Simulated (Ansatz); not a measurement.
# Molecular dynamics of Li

Input:

```yaml
crystal:
  lattice:
    - [7.094447, 0.0, 0.0]
    - [0.0, 7.094447, 0.0]
    - [0.0, 0.0, 7.094447]
  atoms:
    - { symbol: Li, position: [-0.06137767, -0.01002254, -0.0351226] }
    - { symbol: Li, position: [0.45997703, -0.00965521, -0.09177379] }
    - { symbol: Li, position: [-0.00686743, 0.5393626, -0.01890466] }
    - { symbol: Li, position: [-0.01855947, 0.03176794, 0.45515992] }
    - { symbol: Li, position: [0.21805794, 0.1901912, 0.19287488] }
    - { symbol: Li, position: [0.47444734, 0.57393612, 0.03019582] }
    - { symbol: Li, position: [0.51619517, -0.12438056, 0.45299381] }
    - { symbol: Li, position: [0.73679593, 0.17158018, 0.26869461] }
    - { symbol: Li, position: [0.08762369, 0.4437437, 0.47794964] }
    - { symbol: Li, position: [0.19556593, 0.77351459, 0.2787108] }
    - { symbol: Li, position: [0.22739169, 0.30652074, 0.80863462] }
    - { symbol: Li, position: [0.47860979, 0.45786099, 0.55558456] }
    - { symbol: Li, position: [0.77305155, 0.71258375, 0.25383612] }
    - { symbol: Li, position: [0.81465464, 0.28168689, 0.7884955] }
    - { symbol: Li, position: [0.25800298, 0.76855987, 0.76456182] }
    - { symbol: Li, position: [0.72640509, 0.80771119, 0.73478837] }
basis:
  ecutwfc: 420.0
kpoints:
  mp_grid: { grid: [3, 3, 3] }
hamiltonian:
  xc: pbe
scf:
  occupations: { method: fermi_dirac, width: 0.11 }
  lower_state_search: "off"
md:
  timestep: 1
  n_steps: 40
  ensemble: npt_langevin
  temperature: 910.0
  initial_velocities: maxwell_boltzmann
  seed: 333684
  friction: 0.05
  pressure: 1.0
  fix_cell: [shape]
```

Run as:

```bash
$ ansatz run input.yaml --threads 1 --pin off --max-ram 3072MiB --backend cpu --events-out ev --progress --plain --runs-dir out
```

It goes on from the last frame of an earlier run, with new velocities.

Output, in part (one step line in 2):

```
md step     0: t =     0.00 fs  T =   853.1 K  F+E_penalty+E_count = -3272.87166555 eV  E_kin = 1.764399 eV  conserved = -3269.33953371 eV  P_inst = 0.5614 GPa  V = 357.0719 Å³  selection 1  (8 SCF iters)
md step     2: t =     2.00 fs  T =   751.6 K  F+E_penalty+E_count = -3272.85504995 eV  E_kin = 1.554477 eV  conserved = -3269.33952548 eV  P_inst = 0.5150 GPa  V = 357.2369 Å³  selection 1  (6 SCF iters)
md step     4: t =     4.00 fs  T =   713.5 K  F+E_penalty+E_count = -3272.86988842 eV  E_kin = 1.475689 eV  conserved = -3269.33955799 eV  P_inst = 0.4902 GPa  V = 357.4394 Å³  selection 1  (6 SCF iters)
md step     6: t =     6.00 fs  T =   725.5 K  F+E_penalty+E_count = -3272.90348775 eV  E_kin = 1.500429 eV  conserved = -3269.33960671 eV  P_inst = 0.4862 GPa  V = 357.3501 Å³  selection 1  (5 SCF iters)
md step     8: t =     8.00 fs  T =   890.5 K  F+E_penalty+E_count = -3272.92970081 eV  E_kin = 1.841691 eV  conserved = -3269.33975240 eV  P_inst = 0.5699 GPa  V = 357.4448 Å³  selection 1  (5 SCF iters)
md step    10: t =    10.00 fs  T =  1058.1 K  F+E_penalty+E_count = -3272.94124924 eV  E_kin = 2.188361 eV  conserved = -3269.34016869 eV  P_inst = 0.6412 GPa  V = 358.1846 Å³  selection 1  (6 SCF iters)
md step    12: t =    12.00 fs  T =   997.5 K  F+E_penalty+E_count = -3272.94044391 eV  E_kin = 2.062992 eV  conserved = -3269.34000107 eV  P_inst = 0.5773 GPa  V = 358.9933 Å³  selection 1  (5 SCF iters)
md step    14: t =    14.00 fs  T =  1125.6 K  F+E_penalty+E_count = -3272.91157759 eV  E_kin = 2.327912 eV  conserved = -3269.34001774 eV  P_inst = 0.6498 GPa  V = 359.6954 Å³  selection 1  (5 SCF iters)
md step    16: t =    16.00 fs  T =   933.0 K  F+E_penalty+E_count = -3272.88694605 eV  E_kin = 1.929653 eV  conserved = -3269.33978939 eV  P_inst = 0.5299 GPa  V = 360.2337 Å³  selection 1  (5 SCF iters)
md step    18: t =    18.00 fs  T =   890.8 K  F+E_penalty+E_count = -3272.89893348 eV  E_kin = 1.842230 eV  conserved = -3269.33977539 eV  P_inst = 0.4847 GPa  V = 360.6668 Å³  selection 1  (5 SCF iters)
md step    20: t =    20.00 fs  T =   835.0 K  F+E_penalty+E_count = -3272.91623690 eV  E_kin = 1.726985 eV  conserved = -3269.33970362 eV  P_inst = 0.4386 GPa  V = 360.8600 Å³  selection 1  (6 SCF iters)
md step    22: t =    22.00 fs  T =   821.1 K  F+E_penalty+E_count = -3272.91488388 eV  E_kin = 1.698083 eV  conserved = -3269.33965069 eV  P_inst = 0.4269 GPa  V = 360.9715 Å³  selection 1  (5 SCF iters)
md step    24: t =    24.00 fs  T =   916.8 K  F+E_penalty+E_count = -3272.90789874 eV  E_kin = 1.896167 eV  conserved = -3269.33961329 eV  P_inst = 0.4713 GPa  V = 361.4528 Å³  selection 1  (5 SCF iters)
md step    26: t =    26.00 fs  T =   989.9 K  F+E_penalty+E_count = -3272.89018408 eV  E_kin = 2.047241 eV  conserved = -3269.33969426 eV  P_inst = 0.4896 GPa  V = 362.2494 Å³  selection 1  (5 SCF iters)
md step    28: t =    28.00 fs  T =   893.6 K  F+E_penalty+E_count = -3272.87130988 eV  E_kin = 1.848200 eV  conserved = -3269.33966887 eV  P_inst = 0.3781 GPa  V = 363.6619 Å³  selection 1  (5 SCF iters)
md step    30: t =    30.00 fs  T =   738.1 K  F+E_penalty+E_count = -3272.84329945 eV  E_kin = 1.526584 eV  conserved = -3269.33958159 eV  P_inst = 0.2460 GPa  V = 364.7027 Å³  selection 1  (6 SCF iters)
md step    32: t =    32.00 fs  T =   971.0 K  F+E_penalty+E_count = -3272.82686707 eV  E_kin = 2.008095 eV  conserved = -3269.33971393 eV  P_inst = 0.3415 GPa  V = 365.8043 Å³  selection 1  (5 SCF iters)
md step    34: t =    34.00 fs  T =  1274.1 K  F+E_penalty+E_count = -3272.81991091 eV  E_kin = 2.635115 eV  conserved = -3269.33996473 eV  P_inst = 0.4770 GPa  V = 367.1502 Å³  selection 1  (5 SCF iters)
md step    36: t =    36.00 fs  T =  1069.2 K  F+E_penalty+E_count = -3272.80574727 eV  E_kin = 2.211325 eV  conserved = -3269.33982517 eV  P_inst = 0.3119 GPa  V = 368.5900 Å³  selection 1  (5 SCF iters)
md step    38: t =    38.00 fs  T =  1065.5 K  F+E_penalty+E_count = -3272.80297748 eV  E_kin = 2.203535 eV  conserved = -3269.33992111 eV  P_inst = 0.2734 GPa  V = 369.7863 Å³  selection 1  (5 SCF iters)
md step    40: t =    40.00 fs  T =  1085.4 K  F+E_penalty+E_count = -3272.80926043 eV  E_kin = 2.244832 eV  conserved = -3269.33990458 eV  P_inst = 0.2522 GPa  V = 370.8452 Å³  selection 1  (6 SCF iters)
```

The run went to its last step. The conserved energy stayed within 0.04 meV per atom of its start (net change -0.023 meV per atom), so the integration is sound. A run of 0.04 ps of so small a system gives no equilibrium averages. Limits of this set-up: coarse k mesh. The cell's volume went from 357 to 371 Å³.

Mean squared displacements from the first frame to the last, about the centre of mass, the cell's change included: Li 0.26 Å².

Last frame:

```xyz
16
Lattice="7.1845 0.0000 0.0000 0.0000 7.1845 0.0000 0.0000 0.0000 7.1845" Properties=species:S:1:pos:R:3
Li -0.130 -0.195 0.157
Li 3.370 0.751 -0.597
Li 0.070 4.066 -0.182
Li -0.373 -0.239 3.612
Li 1.688 1.668 1.476
Li 3.439 4.069 0.171
Li 3.655 -0.512 3.660
Li 4.985 1.266 1.794
Li 0.642 3.399 3.501
Li 1.888 5.941 1.676
Li 1.871 2.744 5.990
Li 3.783 2.917 3.479
Li 5.527 5.239 1.752
Li 5.750 1.498 5.697
Li 1.701 5.981 5.190
Li 4.919 5.850 5.841
```

Run time: 9.2 min on 1 thread of Arm Neoverse V2, on a shared host, peak memory 0.68 GiB.
